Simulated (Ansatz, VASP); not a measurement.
ZrH3 in VASP and in Ansatz

File INCAR:

```
SYSTEM = ZrH3
PREC     = Accurate       ! precision mode
ENCUT    = 520            ! plane-wave cutoff, eV
EDIFF    = 1E-6           ! SCF threshold, eV
ISMEAR   = 0              ! smearing method
SIGMA    = 0.1            ! smearing width, eV
LREAL    = .False.        ! projectors in reciprocal space
LASPH    = .True.         ! aspherical terms in the spheres
NELM     = 100            ! most SCF steps
ALGO     = Normal         ! electronic algorithm
ISIF     = 2              ! what is computed and relaxed
LWAVE    = .False.        ! write WAVECAR
LCHARG   = .True.         ! write CHGCAR
GGA      = PS             ! functional
LELF     = .True.         ! ELF
LVHAR    = .True.       
NBANDS   = 16             ! bands
```

The input KPOINTS:

```
regular mesh
0
Gamma
  14 14 14
  0 0 0
```

The input POSCAR:

```
ZrH3
1.0
    3.2357896826      0.0000000000      0.0000000000
    0.0000000000      3.2357896826      0.0000000000
    0.0000000000      0.0000000000      3.2357896826
Zr H
1 3
Direct
    0.0000000000      0.0000000000      0.0000000000
    0.0000000000      0.5000000000      0.5000000000
    0.5000000000      0.0000000000      0.5000000000
    0.5000000000      0.5000000000      0.0000000000
```

Input for Ansatz:

```yaml
crystal:
  lattice:
    - [3.2357896826, 0.0, 0.0]
    - [0.0, 3.2357896826, 0.0]
    - [0.0, 0.0, 3.2357896826]
  atoms:
    - { symbol: Zr, position: [0.0, 0.0, 0.0] }
    - { symbol: H, position: [0.0, 0.5, 0.5] }
    - { symbol: H, position: [0.5, 0.0, 0.5] }
    - { symbol: H, position: [0.5, 0.5, 0.0] }
basis:
  ecutwfc: 420
kpoints:
  mp_grid: { grid: [14, 14, 14] }
hamiltonian:
  xc: pbesol
scf:
  occupations: { method: gaussian, width: 0.1 }
output:
  forces: true
  stress: true
  eigenvalues: true
  populations: true
```

Alike in both runs: task single point; functional PBEsol; k mesh 14 × 14 × 14; occupations gaussian, width 0.1 eV; no spin polarisation.

|  | VASP | Ansatz |
| --- | --- | --- |
| version | VASP 6.6.1 | Ansatz 0.2.0 |
| potentials or method | VASP PAW PBE potentials, release 64 (Zr_sv, H) | scalar-relativistic, plane waves, PAW |
| plane-wave cutoff (eV) | 520 | 420 |
| valence electrons in the cell | 15 | 15 |

```tsv
	VASP	Ansatz	Ansatz less VASP
gap on the k mesh at the Fermi level (eV)	none	none	-
pressure (GPa)	-15.0	-14.9	+0.04
```

A gap of «none» marks a metal or a gap that the smearing closes.

Caveats: the PAW data sets were made with another functional, which shifts forces and pressure a little (VASP).
